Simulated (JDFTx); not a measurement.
Runs of JDFTx 1.7.0 (patched build) on Pb. The structure is cubic, space group Fm-3m (No. 225). Conventional cell: a = 4.950 Å, b = 4.950 Å, c = 4.950 Å, α = 90.00°, β = 90.00°, γ = 90.00°. Around Pb (site symmetry m-3m) lie 12 Pb at 3.50 Å. 

```tsv
level	gap on the mesh (eV)	pressure (GPa)	relaxed volume (Å³/atom)
PBEsol	none	0.0	29.71
r2SCAN	none	0.0	29.82
SCAN	none	0.0	29.81
PBE	none	0.0	31.60
RPBE	none	0.0	32.96
TPSS	none	0.0	(a)
revPBE	none	0.0	(b)
AM05	none	0.0	29.89
BLYP	none	0.0	34.54
LDA	none	0.0	28.69
```

Alike in all rows: task relaxation of cell and atoms; potentials or basis SG15-PBE-1.2 with smoothed tails; no spin polarisation; cell relaxed; k mesh 4 × 4 × 4; cutoff (eV) 1088; smearing fermi-dirac 0.05 eV; the mesh is coarse, so values aren't converged.

Problem. Estimate the missing entries.

Solution. (a) 30.25; (b) 32.56.

Caveats: all runs use coarse meshes; the potentials were made for another functional, which shifts forces and pressure (some runs); the plane waves are those of the starting cell, so after so large a change of volume the result is rough (some runs).

A k mesh can miss the band edges, and the runs leave out spin-orbit coupling on Pb.

A gap of «none» marks a metal or a gap under the smearing width.
